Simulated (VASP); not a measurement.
**ZnS: relaxation of the atoms with r2SCAN**

**Experimental background.**

“Electronic, vibrational, and thermodynamic properties of ZnS (zincblende and rocksalt structure)”, 2009, arxiv:0911.5022 quotes, for a bulk crystal of ZnS at 19 K: band gap 3.85 eV (direct).

Crystal: ZnS.

```
CELL_PARAMETERS angstrom
0.00000 2.69402 2.69402
2.69402 0.00000 2.69402
2.69402 2.69402 0.00000
ATOMIC_POSITIONS crystal
Zn 0.25000 0.25000 0.25000
S 0.00000 0.00000 0.00000
```

| Quantity | Value |
| --- | --- |
| Program | VASP 6.6.1 |
| Task | relaxation of the atoms |
| Functional | r2SCAN |
| Potentials or basis | VASP PAW PBE potentials, release 64 (Zn, S) |
| Cutoff | 600 eV |
| k mesh | 10 × 10 × 10 |
| Occupations | gaussian, width 0.03 eV |
| Spin | no spin polarisation |
| Further INCAR settings | ALGO = Normal; EDIFF = 1e-07; IBRION = 2; EDIFFG = -0.01; NSW = 40 |

```
Pressure after relaxing : 0.0 GPa
Band gap on the k mesh  : 2.72 eV, direct
```

Final structure:
```cif
data_structure
_symmetry_space_group_name_H-M 'P 1'
_symmetry_Int_Tables_number 1
_cell_length_a 3.8099
_cell_length_b 3.8099
_cell_length_c 3.8099
_cell_angle_alpha 60.000
_cell_angle_beta 60.000
_cell_angle_gamma 60.000
_cell_volume 39.11
loop_
_atom_site_label
_atom_site_type_symbol
_atom_site_fract_x
_atom_site_fract_y
_atom_site_fract_z
_atom_site_occupancy
Zn1 Zn 0.25000 0.25000 0.25000 1
S1 S 0.00000 0.00000 0.00000 1
```

Levels at points of the mesh, in eV from the valence-band top:
| k point | band 5 | band 6 | band 7 | band 8 | band 9 | band 10 | band 11 | band 12 | band 13 |
| --- | --- | --- | --- | --- | --- | --- | --- | --- | --- |
| (0.00, 0.00, 0.00) | -5.98 | -5.98 | 0.00 | 0.00 | 0.00 | 2.72 | 6.90 | 6.90 | 6.90 |
| (0.50, 0.00, 0.00) | -5.95 | -5.78 | -5.46 | -0.90 | -0.90 | 3.83 | 7.39 | 7.39 | 9.45 |
| (0.50, 0.50, 0.00) | -5.90 | -5.76 | -4.65 | -2.31 | -2.31 | 3.71 | 4.48 | 11.83 | 12.89 |

Wall time 2.2 min on 1 thread of Intel(R) Xeon(R) Platinum 8259CL CPU @ 2.50GHz (Skylake/Cascade Lake), on a shared host, peak memory 0.18 GiB.

Against the measured gap of ZnS, 3.85 eV (direct; 19 K; quoted in “Electronic, vibrational, and thermodynamic properties of ZnS (zincblende and rocksalt structure)”, 2009, arxiv:0911.5022), the calculated 2.72 eV is off by -1.13 eV. The value is that of r2SCAN, without temperature or zero-point motion.

Caveat: the relaxation stopped at its first step, so nothing moved; the PAW data sets were made with another functional, which shifts forces and pressure a little.
